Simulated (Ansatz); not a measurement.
BaTiO3 in the cubic perovskite structure, relaxed with r2SCAN in the plane-wave code Ansatz: space group Pm-3m (No. 221), cubic; a = 3.994 Å in the conventional setting, 12.74 Å³ an atom. Ba has 12 O at 2.82 Å; Ti has 6 O at 2.00 Å; O has 2 Ti at 2.00 Å and 4 Ba at 2.82 Å. It was then strained (epitaxial in the xy plane), atoms relaxed again within the symmetry left. Unstrained, HSE06 gives 3.206 eV (R → Γ, 4×4×4 mesh), and the band edges keep their places in every row. The normal direction was relaxed to zero stress. Only one sign of strain is shown, since it lowers the symmetry, and equivalent edge states can then move with another slope on the other side. Stress is positive in compression. The values are computed, spin-unpolarised, and not measurements.

Axes as in this cell:
```
Ba Ti O
1.0
     3.99410    0.00000    0.00000
     0.00000    3.99410    0.00000
     0.00000    0.00000    3.99410
Ba Ti O
1 1 3
Direct
  0.00000 0.00000 0.00000
  0.50000 0.50000 0.50000
  0.50000 0.50000 0.00000
  0.50000 0.00000 0.50000
  0.00000 0.50000 0.50000
```

| strain (%) | ε | ΔE_g, HSE06 (eV) | Δσ_xx, r2SCAN (GPa) | Δ(mean ε∞, r2SCAN) |
| --- | --- | --- | --- | --- |
| +1.0 | +0.0100 | -0.065 | -3.29 | +0.02 |
| +3.0 | +0.0300 | -0.191 | -8.93 | +0.07 |
| +4.0 | +0.0400 | -0.250 | -11.35 | +0.09 |

(1) Fit ΔE_g = a x + b x² to these rows by least squares, with x = ε.

(2) Fit the change of σ_xx in the same way.

(3) Predict the withheld row at +2.0 % (x = +0.0200).

(4) Fit the last column too (unstrained value 6.04), and predict it for the withheld row.

## Answers

(1) The normal equations take Σx² = 2.600e-03, Σx³ = 9.200e-05, Σx⁴ = 3.380e-06, ΣxΔE = -1.638e-02 and Σx²ΔE = -5.784e-04, and give a = -6.64 eV, b = +9.6 eV; the largest residual is 0.000 eV.

(2) Δσ_xx = -342.1 x + (1463) x² GPa. The slope, 342 GPa, is the biaxial modulus of the film.

(3) ΔE_g ≈ -6.64 × (+0.0200) + (9.6) × (+0.0200)² = -0.129 eV, and Δσ_xx ≈ -6.26 GPa. The runs give -0.129 eV and -6.26 GPa, off by 0.000 eV and 0.00 GPa.

(4) Δ = +2.20 x + (1.9) x², which gives +0.04 at x = +0.0200; the run gives +0.04.

Spin-orbit coupling is left out.

For a response run the program warns that the ground state's bands aren't all converged, so ε∞ carries an extra error.
